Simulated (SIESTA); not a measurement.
**InP under changes of volume**

One of the cells (25.167 Å³/atom); the others are scaled copies at fixed shape and fractional positions:

```
In P
1.0
     0.00000    2.93050    2.93050
     2.93050    0.00000    2.93050
     2.93050    2.93050    0.00000
In P
1 1
Cartesian
  0.0000 0.0000 0.0000
  4.3957 4.3957 4.3957
```

```yaml
Program: SIESTA 5.4.2
Functional: LDA
Potentials_or_basis: PseudoDojo 0.4 standard (LDA files)
Basis: DZP (energy shift 0.003 Ry; two zetas on semicore shells)
Grid_cutoff: 500 Ry
Energy_shift: 0.003 Ry
k_mesh: 8 × 8 × 8
Occupations: fermi-dirac, width 0.05 eV
Spin: no spin polarisation
```

```csv
volume (Å³/atom),energy over the lowest point (meV/atom),pressure (GPa),gap on the mesh (eV)
23.657,12.76,3.8,1.03
24.160,?,?,?
24.663,0.00,0.4,0.77
25.167,1.01,-1.0,0.64
25.670,6.34,-2.3,0.52
26.173,15.52,-3.5,0.40
26.677,28.08,-4.5,0.29
```

What does the run at 24.160 Å³/atom give?

Energy over the lowest point 3.72 meV/atom; pressure 2.0 GPa; gap on the mesh 0.90 eV.

Worked out: A Birch-Murnaghan fit of order 3 (a polynomial in V^(-2/3)) to the other rows has its minimum at 24.80 Å³/atom with B0 = V·E''(V) = 73 GPa and B' = 4.5. It gives 3.71 meV/atom at 24.160 Å³/atom, against the run's 3.72, and -dE/dV = 2.0 GPa, against 2.0. A straight line through the other rows of the gap, of slope -6.18 eV per unit of ln V (its deformation potential), gives 0.90 eV, against the run's 0.90.

Energies are extrapolated to zero smearing.

Caveats: spin-orbit coupling is left out, which moves the levels of the heavy elements; the basis of atomic orbitals isn't converged, which shifts pressures, moduli and gaps.

A mesh can miss the band edges.
